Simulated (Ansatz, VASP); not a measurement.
**Sr: VASP beside Ansatz**

INCAR

```
SYSTEM = Sr
ALGO = Normal
EDIFF = 1E-6
ENCUT = 520
GGA = PE
ISIF = 2
ISMEAR = 0
LASPH = .TRUE.
LCHARG = .FALSE.
LREAL = .FALSE.
LWAVE = .FALSE.
NBANDS = 17
NELM = 80
PREC = Accurate
SIGMA = 0.1
```

File KPOINTS:

```
k-points
0
G
  6 6 6
  0 0 0
```

File POSCAR:

```
Sr
1.0
   -3.7740510148      3.7740510148      2.0588144955
    3.7740510148     -3.7740510148      2.0588144955
    3.7740510148      3.7740510148     -2.0588144955
Sr
2
Direct
    0.0000000000      0.0000000000      0.0000000000
    0.7500000000      0.2500000000      0.5000000000
```

Input for Ansatz:

```yaml
crystal:
  lattice:
    - [-3.7740510148, 3.7740510148, 2.0588144955]
    - [3.7740510148, -3.7740510148, 2.0588144955]
    - [3.7740510148, 3.7740510148, -2.0588144955]
  atoms:
    - { symbol: Sr, position: [0.0, 0.0, 0.0] }
    - { symbol: Sr, position: [0.75, 0.25, 0.5] }
basis:
  ecutwfc: 420
kpoints:
  mp_grid: { grid: [6, 6, 6] }
hamiltonian:
  xc: pbe
scf:
  occupations: { method: gaussian, width: 0.1 }
  lower_state_search: "off"
output:
  forces: true
  stress: true
  eigenvalues: true
```

Alike in both runs: task single point; functional PBE; k mesh 6 × 6 × 6; occupations gaussian, width 0.1 eV; no spin polarisation.

|  | VASP | Ansatz |
| --- | --- | --- |
| version | VASP 6.6.1 | Ansatz 0.2.0 |
| potentials or method | VASP PAW PBE potentials, release 64 (Sr_sv) | scalar-relativistic, plane waves, PAW |
| plane-wave cutoff (eV) | 520 | 420 |
| valence electrons in the cell | 20 | 20 |

|  | VASP | Ansatz | Ansatz less VASP |
| --- | --- | --- | --- |
| gap on the k mesh at the Fermi level (eV) | none | none | - |
| pressure (GPa) | -0.4 | -0.4 | 0.00 |
| largest component of the traceless stress (GPa) | 0.23 | 0.22 | -0.001 |

A gap of «none» marks a metal or a gap that the smearing closes.
